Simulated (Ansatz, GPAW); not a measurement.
Given: the input of a run of Ansatz 0.2.0 on MnO2. Measurements of this composition are mostly on another form, of space group No. 136.

input.yaml

```yaml
crystal:
  lattice:
    - [2.8565781804, 0.0, 0.0]
    - [-1.4282890902, 2.4738692722, 0.0]
    - [0.0, 0.0, 4.6013740589]
  atoms:
    - { symbol: Mn, position: [0.0, 0.0, 0.5], spin: 4.0 }
    - { symbol: O, position: [0.3333333333, 0.6666666667, 0.70629257] }
    - { symbol: O, position: [0.6666666667, 0.3333333333, 0.29370743] }
hamiltonian:
  xc: pbesol
  pseudopotentials: { kind: paw }
magnetization:
  spin_polarized: true
kpoints:
  mp_grid: { grid: [11, 11, 6] }
scf:
  occupations: { method: gaussian, width: 0.1 }
output:
  forces: true
  stress: true
  eigenvalues: true
  write_density: true
  write_potential: true
  elf: true
  volumetric_format: npy
```

Potentials or basis: Ansatz PAW.

Launch:

```bash
$ ansatz run input.yaml --threads 1 --pin off --max-ram 3584MiB --backend cpu --events-out ev --progress --plain --runs-dir out
```

Question: Translate it to GPAW 26.7.0 (ASE script). Potentials or basis there: PAW data sets generated for this functional, cutoff 800 eV.

Answer: As run (cutoffs and basis follow the program's own potentials, and thresholds, step limits or extra output files can differ):

The input run.py:

```python
from ase.dft.bandgap import bandgap
from ase.io import read, write
from ase.units import GPa
from gpaw import GPAW, PW, setup_paths

setup_paths.insert(0, '.')

atoms = read('POSCAR')
atoms.set_initial_magnetic_moments([4.0, 0.0, 0.0])

calc = GPAW(mode=PW(800),
            xc='PBEsol',
            kpts={'size': (11, 11, 6), 'gamma': True},
            occupations={'name': 'methfessel-paxton', 'order': 0, 'width': 0.1},
            nbands=26,
            convergence={'density': 1e-05, 'energy': 1e-05},
            maxiter=150,
            txt='gpaw.txt')
atoms.calc = calc
energy = atoms.get_potential_energy()
forces = atoms.get_forces()
stress = atoms.get_stress()
calc.write('gs.gpw')
write('result.traj', atoms)
print(f'Energy: {energy:.6f} eV')
print('Forces (eV/A):')
print(forces.round(4))
print('Stress (GPa):', (stress / GPa).round(3))
print('Moments:', calc.get_magnetic_moments().round(3))
print('Fermi level:', round(calc.get_fermi_level(), 4), 'eV')
print(f'Gap: {bandgap(calc)[0]:.4f} eV, direct: {bandgap(calc, direct=True)[0]:.4f} eV')
```

File POSCAR:

```
MnO2
1.0
    2.8565781804      0.0000000000      0.0000000000
   -1.4282890902      2.4738692722      0.0000000000
    0.0000000000      0.0000000000      4.6013740589
Mn O
1 2
Direct
    0.0000000000      0.0000000000      0.5000000000
    0.3333333333      0.6666666667      0.7062925700
    0.6666666667      0.3333333333      0.2937074300
```

Potentials or basis: PAW data sets generated in the run's folder for this functional, pw.

Launch:

```console
$ gpaw-setup -f PBEsol Mn O
$ OMP_NUM_THREADS=1 python run.py
```

Both were run:

|  | Ansatz | GPAW |
| --- | --- | --- |
| Pressure | -2.2 GPa | 0.9 GPa |
| Net moment | 3.00 μB per cell | 3.00 μB per cell |

Ansatz's pressure holds a Pulay term of +0.81 GPa for its cutoff of 420 eV, which the other run lacks.

Ansatz's potentials were made for PBE.

Where Ansatz's input types no cutoff or centring, it takes its own default and a Γ-centred mesh.

The magnetic state is the one that the start led to; the real crystal's order can differ.

The two runs disagree by more than potentials and bases usually give (in gap, levels, pressure or energy); the cause wasn't traced.

Pressure is positive in compression.
